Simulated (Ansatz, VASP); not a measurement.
## KCl: VASP beside Ansatz

```
CELL_PARAMETERS angstrom
3.68182 0.00000 0.00000
0.00000 3.68182 0.00000
0.00000 0.00000 3.68182
ATOMIC_POSITIONS crystal
K 0.00000 0.00000 0.00000
Cl 0.50000 0.50000 0.50000
```

Change from the starting cell: volume scaled by 1.04.

Alike in both runs: task single point; functional PBEsol; k mesh 7 × 7 × 7; occupations fermi-dirac, width 0.01 eV; no spin polarisation.

```csv
,VASP,Ansatz
version,VASP 6.6.1,Ansatz 0.2.0
potentials or method,"VASP PAW PBE potentials, release 64 (K_sv, Cl), cutoff 520 eV","all-electron LAPW, scalar-relativistic"
```

VASP gave:

| Quantity | Value |
| --- | --- |
| gap on the k mesh at the Fermi level (eV) | 5.20 |
| pressure (GPa) | 1.2 |

Problem. Which values does Ansatz return?

Solution. gap on the k mesh at the Fermi level (eV): 5.20; pressure (GPa): 1.1.

Ansatz ran all-electron here, so the differences hold the error of VASP's frozen core and of both bases.

Caveats: the PAW data sets were made with another functional, which shifts forces and pressure a little (VASP); an odd mesh through Γ misses points on the zone boundary, where band edges often lie.
